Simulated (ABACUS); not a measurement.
**KCl (Sylvite) under changes of volume**

One of the cells (31.151 Å³/atom); the others are scaled copies at fixed shape and fractional positions:

```
K Cl
1.0
     0.00000    3.14647    3.14647
     3.14647    0.00000    3.14647
     3.14647    3.14647    0.00000
K Cl
1 1
Direct
  0.00000 0.00000 0.00000
  0.50000 0.50000 0.50000
```

* Program: ABACUS 3.10.1
* Functional: PBEsol
* Potentials or basis: PseudoDojo NC SR 0.4.1 PBEsol standard
* Cutoff: 1007 eV
* Density cutoff: 4027 eV
* Basis: plane waves
* k mesh: 7 × 7 × 7
* Occupations: fermi-dirac, width 0.05 eV
* Spin: no spin polarisation

| volume (Å³/atom) | energy over the lowest point (meV/atom) | pressure (GPa) | gap on the mesh (eV) |
| --- | --- | --- | --- |
| 29.282 | 2.55 | 0.8 | 5.23 |
| 29.905 | 0.46 | 0.3 | 5.16 |
| 30.528 | 0.00 | -0.1 | 5.09 |
| 31.151 | 0.97 | -0.4 | 5.03 |
| 31.774 | 3.22 | -0.7 | 4.97 |
| 32.397 | ? | ? | ? |
| 33.020 | 10.95 | -1.2 | 4.85 |

Question: What does the run at 32.397 Å³/atom give?

Answer: Energy over the lowest point 6.59 meV/atom; pressure -1.0 GPa; gap on the mesh 4.91 eV.

Worked out: A Birch-Murnaghan fit of order 3 (a polynomial in V^(-2/3)) to the other rows has its minimum at 30.41 Å³/atom with B0 = V·E''(V) = 18.5 GPa and B' = 5.0. It gives 6.59 meV/atom at 32.397 Å³/atom, against the run's 6.59, and -dE/dV = -1.0 GPa, against -1.0. A straight line through the other rows of the gap, of slope -3.15 eV per unit of ln V (its deformation potential), gives 4.91 eV, against the run's 4.91.

Energies are extrapolated to zero smearing.

Caveats: an odd mesh through Γ misses points on the zone boundary, where band edges often lie (some runs).
